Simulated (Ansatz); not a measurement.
# GaP: pressure against volume per atom

All results are calculated (Ansatz 0.2.0). Periodic Kohn-Sham DFT of a crystal at fixed atoms; pressure and stress are positive in compression; the energy is the free energy less that of spherical unpolarised free atoms; site moments are those in the method's own spheres, positive along +z.

Cell of the first row (space group F-43m, No. 216):
```
CELL_PARAMETERS angstrom
0.00000 2.66960 2.66960
2.66960 0.00000 2.66960
2.66960 2.66960 0.00000
ATOMIC_POSITIONS crystal
Ga 0.00000 0.00000 0.00000
P 0.75000 0.75000 0.75000
```

Settings of every row: method frozen-core PAW; functional PBEsol; relativity scalar; k mesh 12x12x12; filling fermi-dirac; smearing width 0.08 eV; wave cutoff 420 eV; paw set soft_2.

Atom start moment: 0 on all atoms.

Limits: PAW files made with PBE.

```csv
row,volume per atom (Å³),pressure (GPa)
1,19.026,5.309
2,19.431,3.138
3,19.836,1.192
4,20.038,0.296
5,20.24,-0.552
6,20.443,?
7,20.645,-2.113
8,21.05,-3.51
9,21.455,-4.759
```

Question: what pressure should row 6 give?

Worked fit of pressure. Take u = (V_r/V)^(2/3) − 1 with V_r = 20.139 Å³ an atom, which is twice the finite (Eulerian) strain; such expansions in the strain, on which the Birch-Murnaghan equation of state is built, carry the rest volume and the bulk modulus. The shown rows have u = 0.03863, 0.02415, 0.01016, 0.00336, -0.00333, -0.01641, -0.02906, -0.04132. Least squares give pressure = −0.133 + 126.584 × u + 362.37 × u² + 198 × u³ GPa; a parabola predicts inner rows, each left out in turn, worse (root mean square 0.0032 against 0.0013 GPa). The rows lie off it by 0.000, 0.000, 0.001, 0.000, -0.001, 0.001, 0.000, 0.000. The pressure vanishes at u = 0.0010, or V = 20.11 Å³ an atom, and there the bulk modulus at fixed shape and fractions is B = −V dP/dV = (2/3)(1 + u) dP/du = 85 GPa. The withheld row has u = -0.00994, so the fit gives −0.133 + 126.584 × (-0.00994) + 362.37 × (-0.00994)² + 198 × (-0.00994)³ = -1.356 GPa.

The calculation gave -1.354 GPa. The fit lies 0.002 GPa (0.02 % of the column's range) below it; its largest miss of a shown row is 0.001 GPa.
